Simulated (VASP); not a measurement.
Set up this calculation in VASP 6.6.1, as the native input.

* Task: single point
* Functional: LDA
* Potentials or basis: VASP PAW LDA potentials, release 64 (P)
* Cutoff: 520 eV
* k mesh: 9 × 9 × 9
* Occupations: fermi-dirac, width 0.01 eV
* Spin: collinear spin, typed start
* Starting moments: [0.5, -0.5] μB
* Dipole correction: no
* Further INCAR settings: ALGO = Normal; EDIFF = 1e-06; NBANDS = 16

The structure of P lies in POSCAR:

```
P
1.0
    1.7257251780      0.9963478961      3.1296800121
   -1.7257251780      0.9963478961      3.1296800121
    0.0000000000     -1.9926957921      3.1296800121
P
2
Direct
    0.7729197500      0.7729197500      0.7729197500
    0.2270802500      0.2270802500      0.2270802500
```

This isn't the form of P at room conditions, which is orthorhombic.

The input as run:

INCAR

```
SYSTEM = P
  PREC = Accurate
  ENCUT = 520
  EDIFF = 1E-6
  ISMEAR = -1
  SIGMA = 0.01
  LREAL = .FALSE.
  LASPH = .TRUE.
  NELM = 150
  ALGO = Normal
  ISIF = 2
  LWAVE = .FALSE.
  LCHARG = .FALSE.
  ISPIN = 2
  MAGMOM = 0.5 -0.5
  LORBIT = 11
  NBANDS = 16
```

KPOINTS

```
regular mesh
0
G
  9 9 9
  0 0 0
```

Potentials or basis: VASP PAW LDA potentials, release 64 (P).

Launch:

```sh
$ cat potpaw_LDA.64/P/POTCAR > POTCAR
$ mpirun -np 1 vasp_std > vasp.out
```

It gave:

| Property | Result |
| --- | --- |
| Pressure | -3.2 GPa |
| Largest force | 0.127 eV/Å |
| Band gap on the k mesh | none (metal or under the smearing width) |
| Net moment | 0.00 μB per cell |
| Valence electrons inside the program's atomic spheres | P 2.43 |

Wall time 52 s on 1 thread of Intel(R) Xeon(R) Platinum 8488C (Sapphire Rapids), with other jobs on the host, peak memory 0.18 GiB.
